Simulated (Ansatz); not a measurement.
HfB2:

```
Hf B
1.0
     3.14000    0.00000    0.00000
    -1.57000    2.71932    0.00000
     0.00000    0.00000    3.48000
Hf B
1 2
Cartesian
  0.0000 0.0000 0.0000
  1.5700 0.9064 1.7400
  0.0000 1.8129 1.7400
```

* Program: Ansatz 0.2.0
* Task: relaxation of cell and atoms
* Functional: LDA
* Potentials or basis: JTH PAW LDA
* Cutoff: 1230 eV
* Density cutoff: 6150 eV
* k mesh: 10 × 10 × 8
* Occupations: methfessel-paxton, width 0.1 eV
* Spin: no spin polarisation
* Hubbard terms: Hf d U = 7 eV

At the start: volume 9.90 Å³/atom.

Q: Where does the relaxation end?

A: It ends after 5 steps and the volume is 9.82 Å³/atom (-0.8 %); space group P6/mmm (No. 191, to 0.05 Å).

Step by step:
```csv
step,energy change (eV),largest force (eV/Å),volume (Å³)
1,0.0000,0.0000,29.71
2,-0.0094,0.0000,29.57
3,-0.0104,0.0000,29.48
4,-0.0105,0.0000,29.47
5,-0.0104,0.0000,29.47
```

Final structure:
```
Hf B
1.0
     3.11134    0.00000    0.00000
    -1.55567    2.69450    0.00000
     0.00000    0.00000    3.51494
Hf B
1 2
Direct
  0.00000 0.00000 0.00000
  0.66667 0.33333 0.50000
  0.33333 0.66667 0.50000
```

Caveat: the plane-wave basis is chosen anew once the cell has moved, so the energies of steps on either side of that aren't comparable; the U is typed as a test and isn't derived for this compound.
